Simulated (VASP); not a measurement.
Tc:

```
CELL_PARAMETERS angstrom
0.00000 1.95000 1.95000
1.95000 0.00000 1.95000
1.95000 1.95000 0.00000
ATOMIC_POSITIONS crystal
Tc 0.00000 0.00000 0.00000
```

This isn't the form of Tc at room conditions, which is hcp.

- Program: VASP 6.6.1
- Task: single point
- Functional: PBE
- Potentials or basis: VASP PAW PBE potentials, release 64 (Tc_pv)
- Cutoff: 520 eV
- k mesh: 12 × 12 × 12
- Occupations: fermi-dirac, width 0.05 eV
- Spin: no spin polarisation

On this cell: pressure -6.9 GPa; band gap on the k mesh none (metal or under the smearing width).

The same run follows on a disturbed copy (cell strained at random at fixed volume):

```
Tc
1.0
     0.04787    1.96905    1.97138
     2.00713    0.03456    1.98470
     1.97312    1.94836    0.06856
Tc
1
Direct
  0.99325 0.99319 0.03631
```

Q: What does the disturbed cell give?

A: The energy (extrapolated to zero smearing) moves by +20.4 meV/atom; pressure -6.3 GPa; band gap on the k mesh none (metal or under the smearing width).

Stress tensor (GPa, compression positive):
```
-7.98 -0.68 -6.72
-0.68 -5.59 -4.89
-6.72 -4.89 -5.24
```
